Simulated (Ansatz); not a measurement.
## Sn: settings compared (Ansatz)

Input:

```yaml
crystal:
  lattice:
    - [-1.870372, 1.870372, 1.870372]
    - [1.870372, -1.870372, 1.870372]
    - [1.870372, 1.870372, -1.870372]
  atoms:
    - { symbol: Sn, position: [0.0, 0.0, 0.0] }
  symmetry: { tolerance: 0.0003 }
kpoints:
  mp_grid: { grid: [7, 7, 7], shift: [0, 0, 0] }
magnetization:
  spin_polarized: false
scf:
  occupations: { method: fermi_dirac, width: 0.0571 }
hamiltonian:
  pseudopotentials: { kind: paw }
  xc: pbe
basis:
  ecutwfc: 420
output:
  forces: true
  stress: true
  eigenvalues: true
```

The command:

```bash
ansatz run input.yaml --threads 1 --pin off --max-ram 2560MiB --backend cpu --events-out ev --progress --plain --runs-dir out
```

Origin of the cell: a known structure type with other elements, at an estimated volume, so it need not be a known compound.

Output of this run (shortened):

```
SCF iter   1: F=—  HF=-6024.156237 eV  Δρ=7.27e-4  dr2=1.21e-4
SCF iter   2: F=—  HF=-6024.155797 eV  Δρ=6.35e-4  dr2=4.60e-5
SCF iter   3: F=—  HF=-6024.155795 eV  Δρ=2.31e-4  dr2=6.03e-6
SCF iter   4: F=—  HF=-6024.155799 eV  Δρ=5.51e-5  dr2=4.80e-7
SCF iter   5: F=-6024.155799 eV  HF=-6024.155800 eV  Δρ=1.37e-5  dr2=4.65e-8
SCF iter   6: F=-6024.155799 eV  HF=-6024.155799 eV  Δρ=2.20e-6  dr2=1.06e-9
SCF 1 converged in 6 iterations: F = -6024.155799 eV  dr2 = 1.06e-9
SCF converged after 6 iterations
Free energy (F): -6024.155799 eV
Harris-Foulkes:  -6024.155799 eV  (|F-HF|=1.95e-9)
Internal energy: -6024.147140 eV  (E = F + TS)
E sigma→0 (E₀):  -6024.151470 eV
Entropy (-TS):   -0.008660 eV (-8.660 meV/atom)
Fermi energy:    11.706365 eV
--- Per-component energies (eV) ---
  E_band       = -73.297709
  E_kinetic    = 186.573128
  E_local      = -796.708805  (includes V_loc(G=0)·N_el)
  E_nonlocal   = -32.649627
  E_hartree    = 509.549208
  E_xc         = -383.211209
  E_vxc        = -96.749255  (∫ρ·V_xc dr)
  E_paw        = -4134.828608  (= ΣΔE_a)
  E_vpaw       = -352.860121  (= ΣTr[D̂ρ^β])
  E_aug_tail   = -0.000000  (compensation charges beyond the density's cutoff)
  E_ewald      = -1372.871227
  E_smearing   = -0.008660  (= −TS)
  Σ components = -6024.155799   (vs F -6024.155799, Δ=0.00e0)
--- Forces (eV/Å), atoms counted from 1 ---
  atom   1  Sn    -0.000000     0.000000     0.000000
  max |Σ_I F_I| component: 0.0 eV/Å
--- Stress (GPa, compression-positive) ---
        3.380013      -0.000000       0.000000
       -0.000000       3.380013       0.000000
        0.000000       0.000000       3.380013
  P = ⅓ Tr σ = 3.3800 GPa (33.800 kbar)
```

The same input was run again with these changes:

1. `magnetization` { spin_polarized: false } → { spin_polarized: true } (starts: random); typed moments: Sn1 2
2. `crystal.symmetry` { tolerance: 0.0003 } → { detect: false }; `kpoints.mp_grid.grid` [7, 7, 7] → [4, 4, 4]
3. `scf.mixing.preconditioner` default → kerker_dos; `hamiltonian.dispersion` default → d3bj; `hamiltonian.xc` pbe → revpbe
4. `scf.occupations.width` 0.0571 → default; `scf.occupations.method` fermi_dirac → tetrahedron; `scf.n_extra_bands` default → 32

```csv
run,end,SCF iterations,P (GPa),max force component (eV/Å),moment (μB),ΔE(σ→0) (meV/atom)
base,converged,6,3.38,0.000,–,0
1,converged,13,3.38,0.000,0.00,0.00
2,converged,6,3.22,0.000,–,135.61
3,converged,6,-0.06,0.000,–,–
4,converged,5,3.21,0.000,–,3.92
```

Energies are compared only where functional, datasets, charge and starting cell are the same.

Not properties of the system: run 2 (too coarse or loose: `kpoints.mp_grid.grid` = [4, 4, 4]).

Caveats of the base run: the k mesh is coarse if the cell is a metal.

Run 1: a starting moment was lost.
Run 3: forces of this functional can be a tenth off on datasets made under PBE.
Run 4: forces and stress under tetrahedra may miss the slope of the energy.
